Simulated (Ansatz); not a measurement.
# Ti3Al: the cost of one run

Computed with Ansatz 0.2.0 (DFT PBE, scalar-relativistic, plane waves, PAW, unless a step's input says otherwise).

## (1) Starting point

The structure is trigonal, space group R-3m (No. 166). The conventional cell has a = 4.281 Å, b = 4.281 Å, c = 11.764 Å, α = 90.00°, β = 90.00°, γ = 120.00°. Around Ti (site symmetry 2/m) lie 2 Al at 2.14 Å and 4 Ti at 2.14 Å. Al (site symmetry -3m) is surrounded by 6 Ti at 2.14 Å.

Coordinates:

```cif
data_structure
_symmetry_space_group_name_H-M 'P 1'
_symmetry_Int_Tables_number 1
_cell_length_a 4.6352
_cell_length_b 4.6352
_cell_length_c 4.6352
_cell_angle_alpha 55.000
_cell_angle_beta 55.000
_cell_angle_gamma 55.000
_cell_volume 62.23
loop_
_atom_site_label
_atom_site_type_symbol
_atom_site_fract_x
_atom_site_fract_y
_atom_site_fract_z
_atom_site_occupancy
Ti1 Ti 0.00000 0.00000 0.50000 1
Ti2 Ti 0.50000 0.00000 0.00000 1
Ti3 Ti 0.00000 0.50000 0.00000 1
Al1 Al 0.50000 0.50000 0.50000 1
```

The cell is invented: random cell by space group and Wyckoff sites (R-3m, No. 166). Its size is a rough estimate.

## (2) A first look at the guess

The input, input.yaml:

```yaml
crystal:
  lattice:
    - [2.14031603, 1.23571204, 3.92140522]
    - [-2.14031603, 1.23571204, 3.92140522]
    - [0.0, -2.47142408, 3.92140522]
  atoms:
    - { symbol: Ti, position: [0.0, 0.0, 0.5] }
    - { symbol: Ti, position: [0.5, 0.0, 0.0] }
    - { symbol: Ti, position: [0.0, 0.5, 0.0] }
    - { symbol: Al, position: [0.5, 0.5, 0.5] }
basis:
  ecutwfc: 420
kpoints:
  mp_grid: { grid: [6, 6, 6] }
hamiltonian:
  xc: pbe
scf:
  occupations: { method: gaussian, width: 0.1 }
  lower_state_search: "off"
output:
  forces: true
  stress: true
  eigenvalues: true
```

The run is started by

```bash
$ ansatz run input.yaml --threads 1 --pin off --max-ram 2560MiB --backend cpu --events-out ev --progress --plain --runs-dir out
```

What time and memory should one allow on 1 thread of Intel Xeon Platinum 8559C (Emerald Rapids), shared host?

About 1.5 s, with a peak of 0.41 GiB.
